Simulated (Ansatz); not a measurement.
A run of Ansatz 0.2.0 is set up as follows.

Contents of input.yaml:

```yaml
crystal:
  lattice:
    - [3.2093, 0.0, 0.0]
    - [-1.60465, 2.7793353284, 0.0]
    - [0.0, 0.0, 5.2103]
  atoms:
    - { symbol: Mg, position: [0.6666666667, 0.3333333333, 0.75] }
    - { symbol: Mg, position: [0.3333333333, 0.6666666667, 0.25] }
hamiltonian:
  xc: r2scan
  pseudopotentials: { kind: paw }
kpoints:
  mp_grid: { grid: [10, 10, 5] }
scf:
  occupations: { method: fermi_dirac, width: 0.05 }
output:
  forces: true
  stress: true
  eigenvalues: true
relax:
  f_tol: 0.01
  max_steps: 40
  cell: { stress_tol: 0.05 }
```

Potentials or basis: Ansatz PAW.

Run with:

```bash
$ ansatz run input.yaml --threads 2 --pin off --max-ram 5632MiB --backend cpu --events-out ev --progress --plain --runs-dir out
```

**Question.** Estimate the relaxed cell.

**Answer.** a = 3.152 Å, b = 3.152 Å, c = 5.261 Å, α = 90.00°, β = 90.00°, γ = 120.00°.

**Question.** Estimate the relaxed volume.

**Answer.** 22.63 Å³/atom.

**Question.** What does it give for the band gap on the k mesh?

**Answer.** None (metal or under the smearing width).

Final structure:
```
Mg
1.0
     3.15208    0.00000    0.00000
    -1.57604    2.72978    0.00000
     0.00000    0.00000    5.26106
Mg
2
Direct
  0.66667 0.33333 0.75000
  0.33333 0.66667 0.25000
```

Caveat: the PAW data sets come from PBE, with cores solved anew for the run's functional, which leaves a small shift of forces and pressure.
